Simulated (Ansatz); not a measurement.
**CdS (Hawleyite) under changes of volume**

One of the cells (24.808 Å³/atom); the others are scaled copies at fixed shape and fractional positions:

```
CELL_PARAMETERS angstrom
0.00000 2.91650 2.91650
2.91650 0.00000 2.91650
2.91650 2.91650 0.00000
ATOMIC_POSITIONS crystal
Cd 0.00000 0.00000 0.00000
S 0.75000 0.75000 0.75000
```

- Program: Ansatz 0.2.0
- Functional: LDA
- Potentials or basis: all-electron LAPW, scalar-relativistic
- Cutoff: 247 eV (chosen from the basis error)
- Basis error allowed: 0.001 eV/atom
- k mesh: 8 × 8 × 8
- Occupations: fermi-dirac, width 0.05 eV
- Spin: no spin polarisation

| volume (Å³/atom) | energy over the lowest point (meV/atom) | pressure (GPa) | gap on the mesh (eV) |
| --- | --- | --- | --- |
| 23.319 | ? | ? | ? |
| 23.815 | 0.00 | 0.1 | 0.95 |
| 24.312 | 1.79 | -1.2 | 0.90 |
| 24.808 | 7.51 | -2.4 | 0.86 |
| 25.304 | 16.75 | -3.5 | 0.82 |
| 25.800 | 29.10 | -4.5 | 0.78 |
| 26.296 | 44.24 | -5.3 | 0.74 |

Q: What does the run at 23.319 Å³/atom give?

A: Energy over the lowest point 2.65 meV/atom; pressure 1.6 GPa; gap on the mesh 0.99 eV.

Worked out: A Birch-Murnaghan fit of order 3 (a polynomial in V^(-2/3)) to the other rows has its minimum at 23.85 Å³/atom with B0 = V·E''(V) = 68 GPa and B' = 4.6. It gives 2.64 meV/atom at 23.319 Å³/atom, against the run's 2.65, and -dE/dV = 1.6 GPa, against 1.6. A straight line through the other rows of the gap, of slope -2.09 eV per unit of ln V (its deformation potential), extrapolates to 0.99 eV, against the run's 0.99.

Energies are extrapolated to zero smearing.

Spin-orbit coupling on Cd is left out.
